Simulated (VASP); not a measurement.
The system is W8S15 (a cell with a defect).

```
CELL_PARAMETERS angstrom
6.30640 0.00000 0.00000
-3.15320 5.46150 0.00000
0.00000 0.00000 12.32300
ATOMIC_POSITIONS crystal
W 0.16589 0.33291 0.25017
W 0.16329 0.83145 0.25055
W 0.66675 0.33519 0.25065
W 0.66713 0.83182 0.25063
W 0.33292 0.16576 0.75154
W 0.33319 0.66876 0.75159
W 0.83073 0.16563 0.75161
W 0.83231 0.66686 0.75084
S 0.16576 0.83349 0.62345
S 0.66548 0.33304 0.62364
S 0.66557 0.83354 0.62349
S 0.33281 0.16570 0.12352
S 0.33306 0.66700 0.12350
S 0.83164 0.16602 0.12361
S 0.83222 0.66612 0.12303
S 0.16574 0.33362 0.87438
S 0.16662 0.83404 0.87800
S 0.66497 0.33224 0.87783
S 0.66521 0.83405 0.87798
S 0.33232 0.16564 0.37735
S 0.33273 0.66661 0.37737
S 0.83221 0.16625 0.37746
S 0.83252 0.66623 0.37855
```

Base run:

| Quantity | Value |
| --- | --- |
| Program | VASP 6.6.1 |
| Functional | PBEsol |
| Potentials or basis | VASP PAW PBE potentials, release 64 (W_sv, S) |
| Cutoff | 350 eV |
| k mesh | 4 × 4 × 2 |
| Occupations | gaussian, width 0.03 eV |
| Spin | collinear spin, ferromagnetic start |
| Starting moments | [0.0, 0.0, 0.0, 0.0, 1.0, 1.0, 1.0, 0.0, 0.0, 0.0, 0.0, 0.0, 0.0, 0.0, 0.0, 0.0, 0.0, 0.0, 0.0, 0.0, 0.0, 0.0, 0.0] μB |
| Fixed moment | 3 μB |

Its results: net moment 3.00 μB per cell; site moments W +0.06, +0.03, +0.55, -0.01; S +0.03, +0.01, +0.02 μB; largest force 0.179 eV/Å.

Q: The run is repeated on the same cell with these changes: k mesh from 4 × 4 × 2 to 3 × 3 × 2; fixed moment from 3 μB to none. What comes out?

A: Net moment 0.33 μB per cell; site moments W +0.00, -0.00, +0.08, +0.09; S +0.00, -0.00 μB; largest force 0.598 eV/Å.

Caveats: some runs use coarse meshes; the PAW data sets were made with another functional, which shifts forces and pressure a little; the total moment is fixed, so each spin has its own Fermi level (some runs).
